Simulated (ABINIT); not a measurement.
The system is PbS (Galena).

```
Pb S
1.0
     0.00000    2.96575    2.96575
     2.96575    0.00000    2.96575
     2.96575    2.96575    0.00000
Pb S
1 1
Direct
  0.00000 0.00000 0.00000
  0.50000 0.50000 0.50000
```

Base run:

```yaml
Program: ABINIT 10.8.3 (patched build)
Functional: OLYP
Potentials_or_basis: JTH PAW PBE v2.0
Cutoff: 544 eV
k_mesh: 8 × 8 × 8
Occupations: fermi-dirac, width 0.05 eV
Spin: no spin polarisation
```

Its results: band gap on the k mesh 0.68 eV, direct.

Problem. After a change of settings the same cell gave: band gap on the k mesh 0.74 eV, direct. Which change was it?
A. potentials or basis from JTH PAW PBE v2.0 to JTH PAW PBE v2.0 sp; valence electrons from 20 to 10
B. functional from OLYP to LDA; potentials or basis from JTH PAW PBE v2.0 to JTH PAW LDA v2.0
C. functional from OLYP to PBEsol; potentials or basis from JTH PAW PBE v2.0 to PseudoDojo NC SR PBEsol v0.4.1 standard; cutoff from 544 eV to 762 eV
D. functional from OLYP to PBEsol; k mesh from 8 × 8 × 8 to 6 × 6 × 6

Solution. A.

Caveats: spin-orbit coupling is left out, which as a rule narrows the gap of such compounds by several tenths of an eV; this set keeps more shells in the core, which shifts pressures and gaps (some runs).

Runs at the PBE level aren't shown here.
